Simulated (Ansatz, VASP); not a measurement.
**SnTe: VASP beside Ansatz**

The input INCAR:

```
SYSTEM = SnTe
PREC = Accurate
ENCUT = 520
EDIFF = 1E-8
ISMEAR = -1
SIGMA = 0.08
LREAL = .FALSE.
LASPH = .TRUE.
NELM = 80
ALGO = Normal
ISIF = 2
LWAVE = .FALSE.
LCHARG = .FALSE.
GGA = PE
LEFG = .TRUE.
NBANDS = 17
```

File KPOINTS:

```
Automatic mesh
0
G
  11 11 11
  0 0 0
```

The input POSCAR:

```
SnTe
1.0
    0.0000000000      3.1353147979      3.1353147979
    3.1353147979      0.0000000000      3.1353147979
    3.1353147979      3.1353147979      0.0000000000
Sn Te
1 1
Direct
    0.0000000000      0.0000000000      0.0000000000
    0.5000000000      0.5000000000      0.5000000000
```

Input for Ansatz:

```yaml
crystal:
  lattice:
    - [0.0, 3.1353147979, 3.1353147979]
    - [3.1353147979, 0.0, 3.1353147979]
    - [3.1353147979, 3.1353147979, 0.0]
  atoms:
    - { symbol: Sn, position: [0.0, 0.0, 0.0] }
    - { symbol: Te, position: [0.5, 0.5, 0.5] }
kpoints:
  mp_grid: { grid: [11, 11, 11] }
scf:
  occupations: { method: fermi_dirac, width: 0.08 }
hamiltonian:
  xc: pbe
  pseudopotentials: { kind: all_electron, datasets: crystal }
output:
  forces: true
  stress: true
  eigenvalues: true
  efg: { contact_densities: true }
```

Change from the starting cell: volume scaled by 0.98, crystal datasets.

Alike in both runs: task electric field gradients; functional PBE; k mesh 11 × 11 × 11; occupations fermi-dirac, width 0.08 eV; no spin polarisation.

```csv
,VASP,Ansatz
version,VASP 6.6.1,Ansatz 0.2.0
potentials or method,"VASP PAW PBE potentials, release 64 (Sn_d, Te)","all-electron PAW with datasets made for the crystal, scalar-relativistic"
plane-wave cutoff (eV),520,see its input
```

|  | VASP | Ansatz | Ansatz less VASP |
| --- | --- | --- | --- |
| pressure (GPa) | 3.0 | 3.1 | +0.03 |
| Vzz of the field gradient on the site that differs most (V/Å²) | 0.0 | 0.0 | 0.00 |

Ansatz ran all-electron here, so the differences hold the error of VASP's frozen core and of both bases. Ansatz warned: «gradients_without_spin_orbit».

Spin-orbit coupling is left out, which matters for the levels of Te.
